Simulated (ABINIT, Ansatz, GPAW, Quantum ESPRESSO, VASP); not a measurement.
One calculation of InPd, 6 ways

```
CELL_PARAMETERS angstrom
3.27188 0.00000 0.00000
0.00000 3.27188 0.00000
0.00000 0.00000 3.27188
ATOMIC_POSITIONS crystal
In 0.00000 0.00000 0.00000
Pd 0.50000 0.50000 0.50000
```

The cell comes from a database or a generator and needn't be the stable form of this composition.

Alike in all runs: task single point; functional PBE; k mesh 8 × 8 × 8; occupations fermi-dirac, width 0.05 eV; no spin polarisation; no spin-orbit coupling. Pressure is positive in compression and, in plane waves, holds the error of the finite cutoff, which Ansatz's Pulay term estimates and takes out.

```tsv
program and potentials	plane-wave cutoff (eV)	notes	band gap (eV)	pressure (GPa)
Ansatz, all-electron LAPW, scalar-relativistic	-	-	no gap	3.61
Ansatz, Ansatz PAW (earlier soft set)	420	15.5 valence electrons an atom on average; Pulay term of +0.05 GPa included	no gap	3.61
VASP, PBE PAW files In_d, Pd, 520 eV	520	11.5 valence electrons an atom on average	no gap	3.69
ABINIT, JTH PAW PBE v2.0	599	15.5 valence electrons an atom on average	no gap	3.54
GPAW, GPAW PAW data sets (gpaw-data 1.2.1)	600	14.5 valence electrons an atom on average	no gap	3.29
Quantum ESPRESSO, SSSP 1.3 efficiency PBE	816	15.5 valence electrons an atom on average	no gap	3.50
```

None finds a gap. The pressure spans 3.29 (GPAW, GPAW PAW data sets (gpaw-data 1.2.1)) to 3.69 GPa (VASP, PBE PAW files In_d, Pd, 520 eV), with all-electron results at 3.61.

The functional is the same throughout but for its coding, so the spread measures potentials, basis and numerics; runs on potential files found faulty are left out.
